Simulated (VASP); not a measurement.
Write the native input for VASP 6.6.1 that does the following.

* Task: band structure
* Functional: PBE
* Potentials or basis: VASP PAW PBE potentials, release 64 (Zn, S)
* Cutoff: 520 eV
* k mesh: 8 × 8 × 3
* Occupations: fermi-dirac, width 0.05 eV
* Spin: no spin polarisation
* Further INCAR settings: ALGO = Normal; EDIFF = 1e-07

The system is ZnS (Wurtzite-4H).

```xyz
8
Lattice="3.8227 0.0000 0.0000 -1.9114 3.3106 0.0000 0.0000 0.0000 12.5200" Properties=species:S:1:pos:R:3 pbc="T T T"
Zn    1.9114    1.1035    9.3900
Zn    0.0000    2.2070    3.1300
Zn    0.0000    0.0000    6.2600
Zn    0.0000    0.0000    0.0000
S     1.9114    1.1035   11.7375
S     0.0000    2.2070    5.4775
S     0.0000    0.0000    8.6075
S     0.0000    0.0000    2.3475
```

The input as run:

POSCAR

```
ZnS
1.0
    3.8227000000      0.0000000000      0.0000000000
   -1.9113500000      3.3105553110      0.0000000000
    0.0000000000      0.0000000000     12.5200000000
Zn S
4 4
Direct
    0.6666666667      0.3333333333      0.7500000000
    0.3333333333      0.6666666667      0.2500000000
    0.0000000000      0.0000000000      0.5000000000
    0.0000000000      0.0000000000      0.0000000000
    0.6666666667      0.3333333333      0.9375000000
    0.3333333333      0.6666666667      0.4375000000
    0.0000000000      0.0000000000      0.6875000000
    0.0000000000      0.0000000000      0.1875000000
```

INCAR.step1

```
SYSTEM = ZnS
  PREC = Accurate
  ENCUT = 520
  EDIFF = 1E-7
  ISMEAR = -1
  SIGMA = 0.05
  LREAL = .FALSE.
  LASPH = .TRUE.
  NELM = 80
  ALGO = Normal
  ISIF = 2
  LWAVE = .FALSE.
  LCHARG = .TRUE.
  GGA = PE
```

KPOINTS.step1

```
regular mesh
0
G
  8 8 3
  0 0 0
```

INCAR.step2

```
SYSTEM = ZnS
  PREC = Accurate
  ENCUT = 520
  EDIFF = 1E-7
  ISMEAR = 0
  SIGMA = 0.05
  LREAL = .FALSE.
  LASPH = .TRUE.
  NELM = 80
  ALGO = Normal
  ISIF = 2
  LWAVE = .FALSE.
  LCHARG = .FALSE.
  GGA = PE
  ICHARG = 11
```

KPOINTS.step2

```
path GMKGALHA,LM,KH
10
line-mode
reciprocal
 0.0000000000  0.0000000000  0.0000000000  G
 0.5000000000  0.0000000000  0.0000000000  M

 0.5000000000  0.0000000000  0.0000000000  M
 0.3333333333  0.3333333333  0.0000000000  K

 0.3333333333  0.3333333333  0.0000000000  K
 0.0000000000  0.0000000000  0.0000000000  G

 0.0000000000  0.0000000000  0.0000000000  G
 0.0000000000  0.0000000000  0.5000000000  A

 0.0000000000  0.0000000000  0.5000000000  A
 0.5000000000  0.0000000000  0.5000000000  L

 0.5000000000  0.0000000000  0.5000000000  L
 0.3333333333  0.3333333333  0.5000000000  H

 0.3333333333  0.3333333333  0.5000000000  H
 0.0000000000  0.0000000000  0.5000000000  A

 0.5000000000  0.0000000000  0.5000000000  L
 0.5000000000  0.0000000000  0.0000000000  M

 0.3333333333  0.3333333333  0.0000000000  K
 0.3333333333  0.3333333333  0.5000000000  H
```

Potentials or basis: VASP PAW PBE potentials, release 64 (Zn, S).

Launch:

```bash
$ cat potpaw_PBE.64/Zn/POTCAR potpaw_PBE.64/S/POTCAR > POTCAR
$ cp INCAR.step1 INCAR
$ cp KPOINTS.step1 KPOINTS
$ mpirun -np 1 vasp_std > vasp.out
$ cp INCAR.step2 INCAR
$ cp KPOINTS.step2 KPOINTS
$ mpirun -np 1 vasp_std > vasp.out
```

It gave:

```
Band gap on the k mesh  : 2.13 eV, direct
Band gap along the path : 2.13 eV, direct
```

Caveat: the log is that of the step along the path at fixed density, whose energy, stress, charges and moments have no meaning.

Wall time 15 min on 1 thread of AMD EPYC 7571, with other jobs on the host, peak memory 0.52 GiB.
